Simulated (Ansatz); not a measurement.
# MoS2: the cost of one run

Program: Ansatz 0.2.0. Level of theory: DFT PBEsol, scalar-relativistic, plane waves, PAW. These are calculated values, not measurements.

2 further runs of the same task are left out: 2 that didn't finish. Runs told in other sessions of the task aren't counted.

## Step 1: The starting structure

It takes space group P-6m2 (No. 187, hexagonal). The conventional cell has a = 3.141 Å, b = 3.141 Å, c = 28.014 Å, α = 90.00°, β = 90.00°, γ = 120.00°. Around Mo (site symmetry -6m2) lie 6 S at 2.39 Å. Mo (site symmetry 3m) has 6 S at 2.39 Å in its first shell of neighbours. S (site symmetry 3m) has 3 Mo at 2.39 Å in its first shell of neighbours.

Structure file:

```
CELL_PARAMETERS angstrom
3.14073 0.00000 0.00000
-1.57036 2.71995 0.00000
0.00000 0.00000 28.01391
ATOMIC_POSITIONS crystal
Mo 0.66667 0.33333 0.00000
Mo 0.33333 0.66667 0.77553
Mo 0.33333 0.66667 0.22447
S 0.33333 0.66667 0.05566
S 0.66667 0.33333 0.83120
S 0.66667 0.33333 0.28008
S 0.33333 0.66667 0.94434
S 0.66667 0.33333 0.71992
S 0.66667 0.33333 0.16880
```

It goes back to an entry of the Materials Project, which need not be the stable form.

It is the result of an earlier relaxation at this level (volume 26.59 Å³/atom; gap on the mesh: 1.19 eV).

## Step 2: Zero of energy

Reference values: F = -20010.4833 eV; pressure 0.02 GPa; largest force 0.002 eV/Å; gap on the mesh 1.19 eV. It was computed beforehand with the settings of the runs below.

## Step 3: Setting up a one-atom displacement scan

Atom 2 (Mo) is moved by x along the Cartesian unit vector (0.000, 0.000, 1.000); the cell and all other atoms stay fixed. Forces below are components along that vector, summed over the moved atoms. In a periodic cell its images move with it.

## Step 4: x = -0.600 Å

File input.yaml:

```yaml
crystal:
  lattice:
    - [3.1407285108, 0.0, 0.0]
    - [-1.5703642554, 2.7199506767, 0.0]
    - [0.0, 0.0, 28.0139064959]
  atoms:
    - { symbol: Mo, position: [0.6666666667, 0.3333333333, 0.0] }
    - { symbol: Mo, position: [0.3333333333, 0.6666666667, 0.754113243] }
    - { symbol: Mo, position: [0.3333333333, 0.6666666667, 0.224468823] }
    - { symbol: S, position: [0.3333333333, 0.6666666667, 0.0556609006] }
    - { symbol: S, position: [0.6666666667, 0.3333333333, 0.8311968859] }
    - { symbol: S, position: [0.6666666667, 0.3333333333, 0.2800842459] }
    - { symbol: S, position: [0.3333333333, 0.6666666667, 0.9443390994] }
    - { symbol: S, position: [0.6666666667, 0.3333333333, 0.7199157541] }
    - { symbol: S, position: [0.6666666667, 0.3333333333, 0.1688031141] }
basis:
  ecutwfc: 420
kpoints:
  mp_grid: { grid: [12, 12, 1] }
hamiltonian:
  xc: pbesol
scf:
  occupations: { method: gaussian, width: 0.05 }
output:
  forces: true
  stress: true
  eigenvalues: true
```

On the command line:

```bash
$ ansatz run input.yaml --threads 2 --pin off --max-ram 5120MiB --backend cpu --events-out ev --progress --plain --runs-dir out
```

What time and memory should one allow on 2 threads of Intel Xeon at 2.50GHz (Skylake/Cascade Lake), shared host?

About 24 s, with a peak of 0.56 GiB.
